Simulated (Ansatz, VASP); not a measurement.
# As in VASP and in Ansatz

```xyz
2
Lattice="3.5794 0.0000 0.0000 -1.7897 3.0998 0.0000 0.0000 0.0000 28.5742" Properties=species:S:1:pos:R:3 pbc="T T T"
As    0.0000    2.0666   13.5905
As    1.7897    1.0333   14.9837
```

Alike in both runs: functional PBE; dispersion D3(BJ); k mesh 6 × 6 × 1; occupations gaussian, width 0.1 eV; no spin polarisation.

Ansatz relaxed the structure, and its values are those at the end. VASP's run is a single point on that final structure, the one shown.

```csv
,VASP,Ansatz
version,VASP 6.6.1,Ansatz 0.2.0
potentials or method,"VASP PAW PBE potentials, release 64 (As)","scalar-relativistic, plane waves, PAW"
plane-wave cutoff (eV),520,420
valence electrons in the cell,10,30
```

VASP gave:

* gap on the k mesh at the Fermi level (eV): 1.58
* least direct gap on the mesh (eV): 2.01
* rms of the force components (eV/Å): 0.053

Q: What did Ansatz give for the same quantities?

A: gap on the k mesh at the Fermi level (eV): 1.58; least direct gap on the mesh (eV): 2.03; rms of the force components (eV/Å): 0.000.

The two sets of potentials don't hold the same shells in valence.
